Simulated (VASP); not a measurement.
# GaAs (F-43m) in VASP: notebook

One crystal, GaAs, is run at these levels: PBE-EpsX, PBE; tasks: band structure.

Everything below comes from runs of VASP 6.6.1. Logs are shortened: lines on timing, memory, paths and dates and some standing lists are left out, and cuts for length are marked.

**Measured values to compare with.**

From “Evidence of valence band perturbations in GaAsN/GaAs(001): A combined variable-angle spectroscopic ellipsometry and modulated photoreflectance investigation”, 2008, arxiv:0805.2212, for a bulk crystal of GaAs at 300 K: band gap 1.418 ± 0.005 eV (direct).

The results are compared with them further down.

### 1 The crystal as given

Symmetry: F-43m, No. 216, cubic system. Conventional cell: a = 5.663 Å, b = 5.663 Å, c = 5.663 Å, α = 90.00°, β = 90.00°, γ = 90.00°. Ga (site symmetry -43m) is surrounded by 4 As at 2.45 Å. As (site symmetry -43m) has 4 Ga at 2.45 Å as nearest neighbours.

### 2 Band structure, PBE-EpsX

POSCAR

```
GaAs                                    
1.0
    0.0000000000      2.8313993252      2.8313993252
    2.8313993252      0.0000000000      2.8313993252
    2.8313993252      2.8313993252      0.0000000000
  Ga              As            
     1     1
Direct
     0.0000000000000000    0.0000000000000000    0.0000000000000000
     0.2500000000000000    0.2500000000000000    0.2500000000000000
```

INCAR.step1

```
SYSTEM = GaAs
  ALGO = Normal
  EDIFF = 1E-8
  ENCUT = 520
  GGA = PE
  ISIF = 2
  ISMEAR = 0
  KPAR = 4
  LASPH = .TRUE.
  LCHARG = .FALSE.
  LEPSILON = .TRUE.
  LREAL = .FALSE.
  LWAVE = .FALSE.
  NELM = 80
  PREC = Accurate
  SIGMA = 0.03
```

KPOINTS.step1

```
Automatic mesh
0
G
  10 10 10
  0 0 0
```

INCAR.step2

```
SYSTEM = GaAs
  ALGO = Normal
  EDIFF = 1E-5
  ENCUT = 520
  GGA = PE
  ISIF = 2
  ISMEAR = 0
  KPAR = 4
  LASPH = .TRUE.
  LCHARG = .FALSE.
  LREAL = .FALSE.
  LWAVE = .TRUE.
  NBANDS = 16
  NELM = 80
  PREC = Accurate
  SIGMA = 0.03
```

KPOINTS.step2

```
k-points
0
G
  6 6 6
  0 0 0
```

INCAR.step3

```
SYSTEM = GaAs
  AEXX = 0.0438
  ALGO = Normal
  EDIFF = 1E-6
  ENCUT = 520
  GGA = PE
  HFRCUT = -1
  ISIF = 2
  ISMEAR = 0
  ISTART = 1
  KPAR = 4
  LASPH = .TRUE.
  LCHARG = .FALSE.
  LHFCALC = .TRUE.
  LREAL = .FALSE.
  LWAVE = .FALSE.
  NBANDS = 16
  NELM = 80
  PREC = Accurate
  PRECFOCK = Fast
  SIGMA = 0.03
```

KPOINTS.step3

```
k-points
0
G
  6 6 6
  0 0 0
```

KPOINTS_OPT

```
explicit points
6
Reciprocal
 0.0000000000  0.0000000000  0.0000000000 1
 0.3750000000  0.3750000000  0.7500000000 1
 0.5000000000  0.5000000000  0.5000000000 1
 0.6250000000  0.2500000000  0.6250000000 1
 0.5000000000  0.2500000000  0.7500000000 1
 0.5000000000  0.0000000000  0.5000000000 1
```

Potentials or basis: VASP PAW PBE potentials, release 64 (Ga_d, As).

Command:

```bash
$ cat potpaw_PBE.64/Ga_d/POTCAR potpaw_PBE.64/As/POTCAR > POTCAR
$ cp INCAR.step1 INCAR
$ cp KPOINTS.step1 KPOINTS
$ mpirun -np 4 vasp_std > vasp.out
$ cp INCAR.step2 INCAR
$ cp KPOINTS.step2 KPOINTS
$ mpirun -np 4 vasp_std > vasp.out
$ cp INCAR.step3 INCAR
$ cp KPOINTS.step3 KPOINTS
$ mpirun -np 4 vasp_std > vasp.out
```

OUTCAR:

```text
SYSTEM = GaAs
   AEXX = 0.0438
   EDIFF = 1E-6
   ENCUT = 520
   GGA = PE
   ISIF = 2
   ISMEAR = 0
   ISTART = 1
   LASPH = .TRUE.
   LHFCALC = .TRUE.
   LREAL = .FALSE.
   NELM = 80
   PREC = Accurate
   PRECFOCK = Fast

 ion  position               nearest neighbor table
   1  0.000  0.000  0.000-   2 2.45   2 2.45   2 2.45   2 2.45
   2  0.250  0.250  0.250-   1 2.45   1 2.45   1 2.45   1 2.45

  LATTYP: Found a face centered cubic cell.
 ALAT       =     5.6627986504

  Lattice vectors:

 A1 = (   0.0000000000,   2.8313993252,   2.8313993252)
 A2 = (   2.8313993252,   0.0000000000,   2.8313993252)
 A3 = (   2.8313993252,   2.8313993252,   0.0000000000)

Analysis of symmetry for initial positions (statically):
=====================================================================
 Subroutine PRICEL returns:
 Original cell was already a primitive cell.

 Routine SETGRP: Setting up the symmetry group for a
 face centered cubic supercell.

 Subroutine GETGRP returns: Found 24 space group operations
 (whereof 24 operations were pure point group operations)
 out of a pool of 48 trial point group operations.

The static configuration has the point symmetry T_d .

Analysis of symmetry for dynamics (positions and initial velocities):
=====================================================================
 Subroutine PRICEL returns:
 Original cell was already a primitive cell.

 Routine SETGRP: Setting up the symmetry group for a
 face centered cubic supercell.

 Subroutine GETGRP returns: Found 24 space group operations
 (whereof 24 operations were pure point group operations)
 out of a pool of 48 trial point group operations.

The dynamic configuration has the point symmetry T_d .

 Subroutine INISYM returns: Found 24 space group operations
 (whereof 24 operations are pure point group operations),
 and found     1 'primitive' translations

----------------------------------------------------------------------------------------

                                     Primitive cell

  volume of cell :      45.3976

  direct lattice vectors                    reciprocal lattice vectors
     0.000000000  2.831399325  2.831399325    -0.176591128  0.176591128  0.176591128
     2.831399325  0.000000000  2.831399325     0.176591128 -0.176591128  0.176591128
     2.831399325  2.831399325  0.000000000     0.176591128  0.176591128 -0.176591128

  length of vectors
     4.004203326  4.004203326  4.004203326     0.305864805  0.305864805  0.305864805

  position of ions in fractional coordinates (direct lattice)
     0.000000000  0.000000000  0.000000000
     0.250000000  0.250000000  0.250000000

  ion indices of the primitive-cell ions
   primitive index   ion index
                 1           1
                 2           2

----------------------------------------------------------------------------------------

 KPOINTS: k-points

Automatic generation of k-mesh.
 Grid dimensions read from file:
 generate k-points for:    6    6    6

 Generating k-lattice:

  Cartesian coordinates                     Fractional coordinates (reciprocal lattice)
    -0.029431855  0.029431855  0.029431855     0.166666667  0.000000000  0.000000000
     0.029431855 -0.029431855  0.029431855     0.000000000  0.166666667  0.000000000
     0.029431855  0.029431855 -0.029431855     0.000000000  0.000000000  0.166666667

  Length of vectors
     0.050977468  0.050977468  0.050977468

  Shift w.r.t. Gamma in fractional coordinates (k-lattice)
     0.000000000  0.000000000  0.000000000

 Subroutine IBZKPT returns following result:
 ===========================================

 Found     16 irreducible k-points:

 Following reciprocal coordinates:
            Coordinates               Weight
  0.000000  0.000000  0.000000      1.000000
  0.166667  0.000000  0.000000      8.000000
  0.333333  0.000000  0.000000      8.000000
  0.500000  0.000000  0.000000      4.000000
  0.166667  0.166667  0.000000      6.000000
  0.333333  0.166667  0.000000     24.000000
[... 8 lines left out ...]
 -0.333333  0.333333  0.166667     24.000000
 -0.333333  0.500000  0.166667     12.000000
   k-points           NKPTS =     16   k-points in BZ     NKDIM =    216   number of bands    NBANDS=     16
   number of dos      NEDOS =    301   number of ions     NIONS =      2
   total plane-waves  NPLWV =  27000
   dimension x,y,z NGX =    30 NGY =   30 NGZ =   30
   dimension x,y,z NGXF=    60 NGYF=   60 NGZF=   60
   ions per type =               1   1
   NGX,Y,Z   is equivalent  to a cutoff of  12.46, 12.46, 12.46 a.u.
   NGXF,Y,Z  is equivalent  to a cutoff of  24.91, 24.91, 24.91 a.u.
 SYSTEM =  GaAs
   PREC   = accura    normal or accurate (medium, high low for compatibility)
   ISTART =      1    job   : 0-new  1-cont  2-samecut
   ICHARG =      0    charge: 1-file 2-atom 10-const
   ISPIN  =      1    spin polarized calculation?
   LNONCOLLINEAR =      F non collinear calculations
   LSORBIT =      F    spin-orbit coupling
   LASPH  =      T    aspherical Exc in radial PAW
   ENCUT  =  520.0 eV  38.22 Ry    6.18 a.u.   7.45  7.45  7.45*2*pi/ulx,y,z
   NELM   =     80;   NELMIN=  2; NELMDL=  0     # of ELM steps
   EDIFF  = 0.1E-05   stopping-criterion for ELM
   LREAL  =      F    real-space projection
   EDIFFG = 0.1E-04   stopping-criterion for IOM
   NSW    =      0    number of steps for IOM
   IBRION =     -1    ionic relax: 0-MD 1-quasi-New 2-CG
   NFREE  =      0    steps in history (QN), initial steepest desc. (CG)
   ISIF   =      2    stress and relaxation
   ISYM   =      3    0-nonsym 1-usesym 2-fastsym
   POTIM  = 0.5000    time-step for ionic-motion
   TEBEG  =    0.0;   TEEND  =   0.0 temperature during run
   PSTRESS=    0.0 pullay stress
   NELECT =      18.0000    total number of electrons
   NUPDOWN=      -1.0000    fix difference up-down
   EMIN   =  10.00;   EMAX   =-10.00  energy-range for DOS
   EFERMI =   0.00;   METHOD = LEGACY
   ISMEAR =     0;   SIGMA  =   0.03  broadening in eV -4-tet -1-fermi 0-gaus
   EFERMI_NEDOS =   21; number of points for ismear=-14 and -15
   IALGO  =     38    algorithm
   IMIX   =      1    mixing-type and parameters
     AMIX     =   0.40;   BMIX     =  1.00
     AMIX_MAG =   1.60;   BMIX_MAG =  1.00
  volume/ion in A,a.u.               =      22.70       153.18
  Fermi-wavevector in a.u.,A,eV,Ry     =   1.202692  2.272759 19.680404  1.446469
  Thomas-Fermi vector in A             =   2.338467
   LORBIT       =      0    0 simple, 1 ext, 2 COOP (PROOUT), +10 PAW based schemes
   GGA     = PE    functional components
   LHFCALC =     T    Hartree Fock is set to
   PRECFOCK=fast      Normal, Fast or Accurate (Low or Medium for compatibility)
   ENCUT4O =  -1.0   cutoff for four orbital integrals eV
   NKREDX  =     1    reduce k-point grid by
   NKREDY  =     1    reduce k-point grid by
   NKREDZ  =     1    reduce k-point grid by
   AEXX    =    0.0438 exact exchange contribution
   HFSCREEN=    0.0000 screening length (either q_TF or 0.3 A-1)
   HFSCREENC=   0.0000 screening length for correlation (either q_TF or 0.3 A-1)
   ENCUTFOCK=  -1.0 apply spherical cutoff to Coloumb kernel
   IVDW    =     0    specifies the selected vdW correction
   LEPSILON=     F    determine dielectric tensor
   LRPA    =     F    only Hartree local field effects (RPA)
 non-spin polarized calculation
 Gauss-broadening in eV      SIGMA  =   0.03
  energy-cutoff  :      520.00
  volume of cell :       45.40
 maximum number of plane-waves:      1243
 NGX is ok and might be reduce to    30
  NGX = 18; NGY = 18; NGZ = 18

 number of electron      17.9999991 magnetization

 Free energy of the ion-electron system (eV)
  ---------------------------------------------------
  ext. energy  EPLUGINS =         0.00000000
  ---------------------------------------------------
  free energy    TOTEN  =        -8.65228436 eV

  energy without entropy =       -8.65228436  energy(sigma->0) =       -8.65228436

 E-fermi :   3.9253     XC(G=0):  -9.2119

 val. band max:        3.7694531162   @ k =   0.0000   0.0000   0.0000
 cond. band min:       4.4959792140   @ k =   0.0000   0.0000   0.0000
 fundamental gap:      0.7265260978
 Fermi energy:         3.9253346663

 k-point     1 :       0.0000    0.0000    0.0000
  band No.  band energies     occupation
      1     -11.5037      2.00000
      2     -11.5037      2.00000
      3     -11.5037      2.00000
      4     -11.4258      2.00000
      5     -11.4258      2.00000
      6      -9.1645      2.00000
[... 8 lines left out ...]
     15      14.1651      0.00000
     16      14.1651      0.00000

 k-point     2 :       0.1667    0.0000    0.0000
  band No.  band energies     occupation
      1     -11.5237      2.00000
      2     -11.4980      2.00000
      3     -11.4980      2.00000
      4     -11.4260      2.00000
      5     -11.4260      2.00000
      6      -8.8422      2.00000
[... 8 lines left out ...]
     15      13.0790      0.00000
     16      13.0790      0.00000

 k-point     3 :       0.3333    0.0000    0.0000
  band No.  band energies     occupation
      1     -11.5593      2.00000
      2     -11.4885      2.00000
      3     -11.4885      2.00000
      4     -11.4244      2.00000
      5     -11.4244      2.00000
      6      -8.0093      2.00000
[... 8 lines left out ...]
     15      13.7099      0.00000
     16      13.7099      0.00000

 k-point     4 :       0.5000    0.0000    0.0000
  band No.  band energies     occupation
      1     -11.5757      2.00000
      2     -11.4849      2.00000
      3     -11.4849      2.00000
      4     -11.4223      2.00000
      5     -11.4223      2.00000
      6      -7.3857      2.00000
[... 8 lines left out ...]
     15      15.9350      0.00000
     16      15.9350      0.00000
[... 172 lines left out ...]
 k-point    14 :       0.5000    0.3333    0.1667
  band No.  band energies     occupation
      1     -11.5818      2.00000
      2     -11.4776      2.00000
      3     -11.4710      2.00000
      4     -11.4358      2.00000
      5     -11.4201      2.00000
      6      -7.3383      2.00000
[... 8 lines left out ...]
     15      15.1829      0.00000
     16      17.1867      0.00000

 k-point    15 :      -0.3333    0.3333    0.1667
  band No.  band energies     occupation
      1     -11.5887      2.00000
      2     -11.4770      2.00000
      3     -11.4662      2.00000
      4     -11.4336      2.00000
      5     -11.4224      2.00000
      6      -6.8294      2.00000
[... 8 lines left out ...]
     15      16.2312      0.00000
     16      16.7931      0.00000

 k-point    16 :      -0.3333    0.5000    0.1667
  band No.  band energies     occupation
      1     -11.5975      2.00000
      2     -11.4693      2.00000
      3     -11.4600      2.00000
      4     -11.4403      2.00000
      5     -11.4190      2.00000
      6      -6.5935      2.00000
[... 8 lines left out ...]
     15      16.2827      0.00000
     16      17.3944      0.00000

------------------------ aborting loop because EDIFF is reached ----------------------------------------

  FORCE on cell =-STRESS in cart. coord.  units (eV):
  Direction    XX          YY          ZZ          XY          YZ          ZX
  --------------------------------------------------------------------------------------
  -------------------------------------------------------------------------------------
  Total        0.7525005      0.7525005      0.7525005     -0.0000000      0.0000000     -0.0000000
  in kB       26.5573040     26.5573040     26.5573040     -0.0000000      0.0000000     -0.0000000
  external PRESSURE =      26.5573040 kB  Pullay stress =       0.0000000 kB

 VOLUME and BASIS-vectors are now :
 -----------------------------------------------------------------------------
  energy-cutoff  :      520.00
  volume of cell :       45.40
      direct lattice vectors                 reciprocal lattice vectors
     0.000000000  2.831399325  2.831399325    -0.176591128  0.176591128  0.176591128
     2.831399325  0.000000000  2.831399325     0.176591128 -0.176591128  0.176591128
     2.831399325  2.831399325  0.000000000     0.176591128  0.176591128 -0.176591128

 POSITION                                       TOTAL-FORCE (eV/Angst)
 -----------------------------------------------------------------------------------
      0.00000      0.00000      0.00000        -0.000000     -0.000000     -0.000000
      1.41570      1.41570      1.41570         0.000000      0.000000      0.000000
 -----------------------------------------------------------------------------------
    total drift:                               -0.000044     -0.000035     -0.000030

  FREE ENERGIE OF THE ION-ELECTRON SYSTEM (eV)
  ---------------------------------------------------
  free  energy   TOTEN  =        -8.6522843650 eV

  energy  without entropy=       -8.6522843650  energy(sigma->0) =       -8.65228436
```

Run time: 5.3 min. Hardware: 4 MPI ranks of AMD EPYC 9R45 (Zen 5), shared host; peak memory 0.39 GiB.

Results:

```
Free energy             : -8.6523 eV
Pressure                : 2.7 GPa
Band gap on the k mesh  : 0.73 eV, direct
Band gap along the path : 0.73 eV, direct
```

Levels at points of the mesh, in eV from the valence-band top:
| k point | band 7 | band 8 | band 9 | band 10 | band 11 | band 12 |
| --- | --- | --- | --- | --- | --- | --- |
| (0.00, 0.00, 0.00) | 0.00 | 0.00 | 0.00 | 0.73 | 3.97 | 3.97 |
| (0.50, 0.00, 0.00) | -6.74 | -1.16 | -1.16 | 1.22 | 4.89 | 4.89 |
| (0.50, 0.50, 0.00) | -6.92 | -2.72 | -2.72 | 1.68 | 1.88 | 10.48 |

Caveat: the PAW data sets were made with another functional, which shifts forces and pressure a little.

### 3 Band structure, PBE

INCAR

```
ALGO = Normal ; EDIFF = 1E-6
ENCUT = 520 ; GGA = PE
ISIF = 2 ; ISMEAR = 0
KPAR = 8 ; LASPH = True
LCHARG = False ; LREAL = False
LWAVE = False ; NELM = 80
PREC = Accurate ; SIGMA = 0.03
```

KPOINTS

```
k-points
0
Gamma
  8 8 8
```

POSCAR

```
GaAs                                    
1.0
    0.0000000000      2.8313993250      2.8313993250
    2.8313993250      0.0000000000      2.8313993250
    2.8313993250      2.8313993250      0.0000000000
  Ga              As            
     1     1
Direct
     0.0000000000000000    0.0000000000000000    0.0000000000000000
     0.2500000000000000    0.2500000000000000    0.2500000000000000
```

KPOINTS_OPT is that of step 2.

Potentials or basis: VASP PAW PBE potentials, release 64 (Ga_d, As).

Command:

```bash
$ cat potpaw_PBE.64/Ga_d/POTCAR potpaw_PBE.64/As/POTCAR > POTCAR
$ mpirun -np 8 vasp_std > vasp.out
```

Run time: 7.8 s. Hardware: 8 MPI ranks of Intel Xeon Platinum 8488C (Sapphire Rapids), shared host; peak memory 0.18 GiB.

Results (log left out):

* Free energy: -8.2516 eV
* Pressure: 3.1 GPa
* Band gap on the k mesh: 0.48 eV, direct
* Band gap along the path: 0.48 eV, direct

Levels at points of the mesh, in eV from the valence-band top:
```csv
k point,band 5,band 6,band 7,band 8,band 9,band 10,band 11,band 12,band 13
"(0.00, 0.00, 0.00)",-14.72,-12.69,0.00,0.00,0.00,0.48,3.73,3.73,3.73
"(0.50, 0.00, 0.00)",-14.72,-10.94,-6.61,-1.13,-1.13,0.99,4.63,4.63,7.75
"(0.50, 0.50, 0.00)",-14.71,-10.21,-6.80,-2.66,-2.66,1.47,1.66,10.13,10.13
```

### 4 How close it comes

Step 2. A measured gap of GaAs is 1.418 eV (direct; 300 K; “Evidence of valence band perturbations in GaAsN/GaAs(001): A combined variable-angle spectroscopic ellipsometry and modulated photoreflectance investigation”, 2008, arxiv:0805.2212); the calculated 0.73 eV misses it by -0.69 eV. 3 values of this kind are on record (1.412 to 1.51 eV); this one was drawn at random among those near their median, those with a stated uncertainty first. Spin-orbit coupling on As, Ga is left out. The value is that of PBE-EpsX, without temperature or zero-point motion.

Step 3. Against the measured gap of GaAs, 1.418 eV (direct; 300 K; “Evidence of valence band perturbations in GaAsN/GaAs(001): A combined variable-angle spectroscopic ellipsometry and modulated photoreflectance investigation”, 2008, arxiv:0805.2212), the calculated 0.48 eV is off by -0.93 eV. 3 values of this kind are on record (1.412 to 1.51 eV); this one was drawn at random among those near their median, those with a stated uncertainty first. Spin-orbit coupling on As, Ga is left out. The value is that of PBE, without temperature or zero-point motion. Semilocal functionals fall short of measured gaps as a rule.
